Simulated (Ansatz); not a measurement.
Input deck for Ansatz 0.2.0, then the block of the output on the nuclei.

The cell is an entry of the Crystallography Open Database (COD) whose atoms were relaxed with PBE, the cell held.

```yaml
crystal:
  lattice:
    - [2.93, 0.0, 0.0]
    - [-1.465, 2.5374544331, 0.0]
    - [0.0, 0.0, 4.79]
  atoms:
    - { symbol: Ag, position: [0.3333333333, 0.6666666667, 0.25] }
    - { symbol: Ag, position: [0.6666666667, 0.3333333333, 0.75] }
kpoints:
  mp_grid: { grid: [18, 18, 10] }
scf:
  occupations: { method: fermi_dirac, width: 0.05 }
hamiltonian:
  xc: pbe
  pseudopotentials: { kind: paw_fr }
output:
  forces: true
  stress: true
  populations: true
  efg: { contact_densities: true }
  write_density: true
  write_potential: true
  elf: true
  volumetric_format: npy
magnetization:
  noncollinear: true
  spin_orbit: true
```

```sh
ansatz run input.yaml --threads 1 --pin off --max-ram 3072MiB --backend cpu --events-out ev --progress --plain --runs-dir out
```

Of the output, the block on the nuclei alone is shown; the set-up, the SCF iterations, energies, forces and stress are cut. One atom of each set with nearly equal values is shown.

```
--- PAW observables at the nuclei: V_zz in 10²¹ V/m², potentials from the cell's mean, atoms counted from 1 ---
  atom   1  Ag V_zz =    +0.093302   η = 0.0000   by run symmetry: allowed
            electrostatic potential = -7486.736018 V   contact ρ = 950550.481306 e/Å³
```

The run took 53 s of wall time (52 s of CPU time) and 0.82 GiB at its peak, on 1 thread of Intel Xeon 6975P-C (Granite Rapids) (x86_64; 16 cores open to the job, memory cap 3.0 GiB, no GPU), a shared host with a load of 2.1 a core.

The run finds no gap above 0.1 eV (a metal, or nearly one), so the gradients can move by 10 % or more with the k-mesh.
